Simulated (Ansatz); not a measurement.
Runs of Ansatz 0.2.0 on AlN. It takes space group F-43m (No. 216, cubic). Conventional cell: a = 4.368 Å, b = 4.368 Å, c = 4.368 Å, α = 90.00°, β = 90.00°, γ = 90.00°. Around Al (site symmetry -43m) lie 4 N at 1.89 Å. Around N (site symmetry -43m) lie 4 Al at 1.89 Å. Measurements of this composition are mostly on another form, of space group No. 186.

| task | level | potentials or basis | cell | k mesh | cutoff (eV) | smearing | basis error allowed | gap on the mesh (eV) | pressure (GPa) | relaxed volume (Å³/atom) |
| --- | --- | --- | --- | --- | --- | --- | --- | --- | --- | --- |
| single point | BLYP | all-electron LAPW, scalar-relativistic | as given | 10 × 10 × 10 | 378 | tetrahedron | 0.001 eV/atom | (a) | 7.9 | - |
| single point | PBE | all-electron PAW datasets made for the crystal | as given | 8 × 8 × 8 | 360 | fermi-dirac 0.05 eV | - | 3.32 | (b) | - |
| electron localisation function | r2SCAN+D3(BJ) | all-electron PAW datasets made for the crystal | as given | 10 × 10 × 10 | 420 | gaussian 0.1 eV | - | 3.94 | -1.7 | - |
| relaxation of cell and atoms | revPBE+D3(BJ) | all-electron LAPW, scalar-relativistic | relaxed | 10 × 10 × 10 | - | fermi-dirac 0.05 eV | 0.001 eV/atom | 3.35 | 0.0 | 10.36 |
| relaxation of cell and atoms | PBE | all-electron LAPW, scalar-relativistic | relaxed | 10 × 10 × 10 | - | fermi-dirac 0.05 eV | 0.001 eV/atom | 3.31 | 0.0 | 10.67 |
| relaxation of cell and atoms | RPBE+D3(BJ) | all-electron LAPW, scalar-relativistic | relaxed | 10 × 10 × 10 | - | fermi-dirac 0.05 eV | 0.001 eV/atom | 3.39 | 0.0 | 9.78 |
| phonons | LDA | all-electron LAPW, scalar-relativistic | as given | 7 × 7 × 7 | 404 | fermi-dirac 0.05 eV | 0.001 eV/atom | 3.54 | - | - |

Alike in all rows: no spin polarisation.

Task: Estimate the missing entries.

Result: (a) 3.68; (b) 4.8.

Caveats: an odd mesh through Γ misses points on the zone boundary, where band edges often lie (some runs).

Not every run made on this cell is shown here.
